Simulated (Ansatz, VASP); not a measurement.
## Pb: VASP beside Ansatz

```
CELL_PARAMETERS angstrom
0.00000 2.64391 2.64391
2.64391 0.00000 2.64391
2.64391 2.64391 0.00000
ATOMIC_POSITIONS crystal
Pb 0.00000 0.00000 0.00000
```

Alike in both runs: task single point; functional PBE; dispersion D4; k mesh 9 × 9 × 9; occupations gaussian, width 0.05 eV; no spin polarisation.

```csv
,VASP,Ansatz
version,VASP 6.6.1,Ansatz 0.2.0
potentials or method,"VASP PAW PBE potentials, release 64 (Pb_d)",SSSP precision PAW
plane-wave cutoff (eV),520,612
valence electrons in the cell,14,14
```

VASP gave:

- gap on the k mesh at the Fermi level (eV): none
- pressure (GPa): -3.5
- dispersion energy (meV/atom): -417.9

Which values does Ansatz return?

gap on the k mesh at the Fermi level (eV): none; pressure (GPa): -3.5; dispersion energy (meV/atom): -418.2.

A gap of «none» marks a metal or a gap that the smearing closes.

Caveats: pairwise dispersion overbinds metals, which lowers pressure and volume. The runs have no spin-orbit coupling, so splittings on Pb are missing.
